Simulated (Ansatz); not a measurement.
A series in temperature on LiF

All results are calculated (Ansatz 0.2.0). Harmonic vibrational free energy, entropy and heat capacity at constant volume, per atom, from the force constants of a q mesh, imaginary modes left out; plane waves with PAW datasets, Gamma-centred k mesh.

Structure of every row (space group Fm-3m, No. 225):
```
LiF
1.0
      0.0000     2.0340     2.0340
      2.0340     0.0000     2.0340
      2.0340     2.0340     0.0000
Li F
1 1
Direct
  0.50000 0.50000 0.50000
  0.00000 0.00000 0.00000
```

Settings of every row: functional PBE; dispersion none; spin none; wave cutoff 420 eV; k mesh 12x12x12; occupations fixed; smearing width 0 eV; pressure 0 GPa; phonon method linear response; q mesh 4x4x4.

```csv
row,temperature (K),phonon heat capacity (kB/atom),phonon entropy (kB/atom),phonon free energy (meV/atom)
1,200,2.04,1.398,48.4
2,300,2.492,2.324,32.2
3,400,2.693,3.072,8.8
4,500,2.797,3.685,-20.4
5,600,2.856,4.201,-54.4
6,700,2.893,4.644,-92.6
7,800,2.917,5.032,-134.3
8,900,2.934,5.376,-179.2
9,1000,?,?,?
```

Question: what phonon heat capacity and phonon entropy should row 9 give?

Worked fit of phonon heat capacity. At high temperature a harmonic heat capacity falls short of its limit by a term in 1/T², so take t = (100 K / T)². The shown rows have t = 0.25, 0.11111, 0.0625, 0.04, 0.02778, 0.02041, 0.01562, 0.01235. Least squares give phonon heat capacity = 2.9952 − 5.13 × t + 5.241 × t² kB/atom; a straight line predicts inner rows, each left out in turn, worse (root mean square 0.029 against 0.0029 kB/atom). The rows lie off it by 0.000, 0.002, -0.002, -0.001, -0.001, 0.000, 0.001, 0.001. The constant, 2.9952 kB/atom, is to be held against the harmonic limit of 3 k_B an atom. The withheld row has t = 0.01, so the fit gives 2.9952 − 5.13 × (0.01) + 5.241 × (0.01)² = 2.944 kB/atom.

The calculation gave 2.947 kB/atom. The fit lies 0.003 kB/atom (0.33 % of the column's range) below it; its largest miss of a shown row is 0.002 kB/atom. This row lies beyond the range of the fit.

Worked fit of phonon entropy. Entropy rises as the heat capacity times the change of ln T, so take t = ln(T / 300 K). The shown rows have t = -0.4055, 0, 0.2877, 0.5108, 0.6931, 0.8473, 0.9808, 1.0986. Least squares give phonon entropy = 2.3444 + 2.47064 × t + 0.27419 × t² kB/atom; a straight line predicts inner rows, each left out in turn, worse (root mean square 0.058 against 0.015 kB/atom). The rows lie off it by 0.010, -0.020, -0.006, 0.007, 0.012, 0.009, 0.001, -0.014 (root mean square 0.011 kB/atom), a smooth pattern that one more power would take up: the form is only approximate. The slope at t = 0, 2.47 kB/atom, estimates the heat capacity at 300 K. The withheld row has t = 1.204, so the fit gives 2.3444 + 2.47064 × (1.204) + 0.27419 × (1.204)² = 5.717 kB/atom.

The calculation gave 5.686 kB/atom. The fit lies 0.031 kB/atom (0.72 % of the column's range) above it; its largest miss of a shown row is 0.020 kB/atom. This row lies beyond the range of the fit.

The other values of row 9: phonon free energy -226.8 meV/atom.
